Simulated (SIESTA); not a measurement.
Cu under changes of volume

One of the cells (12.047 Å³/atom); the others are scaled copies at fixed shape and fractional positions:

```
Cu
1.0
     0.00000    1.81947    1.81947
     1.81947    0.00000    1.81947
     1.81947    1.81947    0.00000
Cu
1
Direct
  0.00000 0.00000 0.00000
```

| Item | Value |
| --- | --- |
| Program | SIESTA 5.4.2 |
| Functional | PBE |
| Potentials or basis | PseudoDojo 0.4 standard (PBE files) |
| Basis | DZP (energy shift 0.002 Ry) |
| Grid cutoff | 800 Ry |
| Energy shift | 0.002 Ry |
| k mesh | 13 × 13 × 13 |
| Occupations | fermi-dirac, width 0.05 eV |
| Spin | no spin polarisation |

```csv
volume (Å³/atom),energy over the lowest point (meV/atom),pressure (GPa)
11.102,25.42,11.5
11.338,?,?
11.574,2.53,4.1
12.047,0.00,-2.0
12.283,4.52,-4.1
12.519,12.55,-6.5
```

Task: What does the run at 11.338 Å³/atom give?

Result: Energy over the lowest point 11.31 meV/atom; pressure 7.8 GPa.

Worked out: A Birch-Murnaghan fit of order 3 (a polynomial in V^(-2/3)) to the other rows has its minimum at 11.88 Å³/atom with B0 = V·E''(V) = 143 GPa and B' = 6.2. It gives 11.08 meV/atom at 11.338 Å³/atom, against the run's 11.31, and -dE/dV = 7.7 GPa, against 7.8.

Energies are extrapolated to zero smearing.

Caveats: semicore shells carry a single zeta, which can move pressures by several GPa and volumes by a few percent; the basis of atomic orbitals isn't converged, which shifts pressures, moduli and gaps.
